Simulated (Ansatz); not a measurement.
# C in Ansatz: the effect of target pressure

The system is C.

```xyz
2
Lattice="2.1273 -1.2283 0.0000 2.1273 1.2283 0.0000 -1.3791 0.0000 3.5028" Properties=species:S:1:pos:R:3 pbc="T T T"
C    -0.6699    0.0000    3.5025
C     3.5455    0.0000    0.0003
```

This is a stacking variant of graphite.

Alike in all runs:

```yaml
Program: Ansatz 0.2.0
Task: relaxation of cell and atoms
Functional: PBEsol
Potentials_or_basis: Ansatz PAW
Cutoff: "420 eV (not typed: the program's choice for these potentials)"
k_mesh: 13 × 13 × 8
Occupations: fermi-dirac, width 0.05 eV
Spin: no spin polarisation
```

Each run relaxes the cell or the atoms first.

| target pressure | relaxed volume (Å³/atom) | gap on the mesh (eV) |
| --- | --- | --- |
| 0 GPa | 9.56 | 1.06 |
| 2 GPa | 8.63 | 0.66 |
| 5 GPa | 8.11 | 0.35 |
| 10 GPa | 7.61 | 0.02 |
| 20 GPa | ? | ? |
| 30 GPa | 6.69 | 0.70 |

Question: What does the run with target pressure 20 GPa give?

Answer: Relaxed volume 7.05 Å³/atom; gap on the mesh 0.53 eV.

Worked out: A parabola through the other rows of the relaxed volume, of slope -0.0374 Å³/atom per GPa there, gives 6.58 Å³/atom, against the run's 7.05. The fit is too stiff a form for this range. A parabola through the other rows of the gap on the mesh, of slope 0.0359 eV per GPa there, gives -0.11 eV, against the run's 0.53. The fit is too stiff a form for this range.

Caveats: odd divisions of the mesh miss points on the zone boundary, where band edges often lie, so the gap on the mesh can be too wide; the plane-wave basis is chosen anew once the cell has moved, so the energies of steps on either side of that aren't comparable; this functional lacks dispersion, which binds the layers, so the pressure and a relaxed spacing across them are unreliable; the PAW data sets come from PBE, with cores solved anew for the run's functional, which leaves a small shift of forces and pressure; the volume moved by over 15 % at a fixed basis, so the end points are rough (some runs).

A k mesh can miss the band edges.
